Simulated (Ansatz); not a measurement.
Reactions of `C=[CH][SnH3]`.

Calculated with Ansatz (gas phase, PBE0-D4/def2-TZVP geometries, no zero-point term in ΔE). CCSD(T)/CBS is the MP2 limit (def2-TZVPP, def2-QZVPP) plus CCSD(T) − MP2 in def2-TZVPP, frozen cores. This one scheme is used for every species, atoms too. No spin–orbit coupling; open shells (•) take unrestricted orbitals. def2 core potentials past Kr. For Sn, Ti outer-core shells are correlated without core-valence functions, so the limit isn't a true one: a few kJ/mol of doubt a bond, and 10 to 20 or more in all where bonds break to atoms. Scalar relativity is left out up to krypton. Each species was taken in one conformer, which may not be the lowest.

(1) Order these by ΔE at CCSD(T)/CBS, lowest first. (An estimate is asked.)
A. `C=[CH][SnH3]` + `[OH][Ti]([Cl])([Cl])[Cl]` → `C=C[O][Ti]([Cl])([Cl])[Cl]` + `[SnH4]`
B. `C=[CH][SnH3]` + `CBF` → `C[B](F)[SnH3]` + `C=C`
C. `C=[CH][SnH3]` + H• → `C=[CH][SnH2]`• + H₂
D. `C=[CH][SnH3]` + `[OH]`• → `C=[CH][SnH2]`• + H₂O
E. `C=[CH][SnH3]` → `[CH3][Sn][CH3]`
F. `C=[CH][SnH3]` + `O[SiH2][SiH3]` → `C=C[SiH2][SiH2]O` + `[SnH4]`
G. `C=[CH][SnH3]` + `F[C](F)F`• → `C=[CH][SnH2]`• + `FC(F)F`
H. `C=[CH][SnH3]` + `N=CS` → `N=C[S][SnH3]` + `C=C`

Largest T1 diagnostic: 0.024, for `[OH][Ti]([Cl])([Cl])[Cl]`.

Results:

(1) D (-190.1 kJ/mol), G (-139.4 kJ/mol), C (-121.1 kJ/mol), E (-109.8 kJ/mol), H (-76.9 kJ/mol), F (-14.8 kJ/mol), B (-4.8 kJ/mol), A (+29.0 kJ/mol).
